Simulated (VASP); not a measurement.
A run of VASP 6.6.1 is set up as follows.

The input INCAR:

```
SYSTEM = Bi
  ALGO = Normal
  DIPOL = 0.5 0.5 0.294
  EDIFF = 1E-7
  ENCUT = 520
  GGA = PE
  IDIPOL = 3
  ISIF = 2
  ISMEAR = -1
  LASPH = .TRUE.
  LCHARG = .FALSE.
  LDIPOL = .TRUE.
  LREAL = .FALSE.
  LWAVE = .FALSE.
  NBANDS = 14
  NELM = 80
  PREC = Accurate
  SIGMA = 0.05
```

File KPOINTS:

```
k-points
0
G
  9 9 1
  0 0 0
```

File POSCAR:

```
Bi
1.0
    3.1293200000      0.0000000000      0.0000000000
    0.0000000000      3.1293200000      0.0000000000
    0.0000000000      0.0000000000     23.8000000000
Bi
1
Direct
    0.5000000000      0.5000000000      0.2941200000
```

Potentials or basis: VASP PAW PBE potentials, release 64 (Bi_d).

Run with:

```sh
$ cat potpaw_PBE.64/Bi_d/POTCAR > POTCAR
$ mpirun -np 1 vasp_std > vasp.out
```

(1) What does it give for the band gap on the k mesh?

## Answers

(1) none (metal or under the smearing width).

Caveat: spin-orbit coupling is left out, which moves the levels of the heavy elements.
